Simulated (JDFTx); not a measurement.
The system is CdS (Hawleyite).

```
Cd S
1.0
     0.00000    2.91650    2.91650
     2.91650    0.00000    2.91650
     2.91650    2.91650    0.00000
Cd S
1 1
Direct
  0.00000 0.00000 0.00000
  0.75000 0.75000 0.75000
```

Base run:

| Quantity | Value |
| --- | --- |
| Program | JDFTx 1.7.0 (patched build) |
| Functional | PBE |
| Potentials or basis | PseudoDojo-SR-PBE-0.5-standard with smoothed tails |
| Cutoff | 1388 eV |
| Density cutoff | 11102 eV |
| k mesh | 8 × 8 × 8 |
| Occupations | fermi-dirac, width 0.05 eV |
| Spin | no spin polarisation |

Its results: band gap on the k mesh 1.15 eV, direct; pressure 2.9 GPa.

**Question.** The run is repeated on the same cell with these changes: functional from PBE to BLYP. What comes out?

**Answer.** Band gap on the k mesh 1.10 eV, direct; pressure 6.3 GPa.

BLYP binds less tightly than PBE, so the same cell stands under more pressure.

Caveats: the empty levels aren't tightly converged; the potentials were made for another functional, which shifts forces and pressure (some runs).

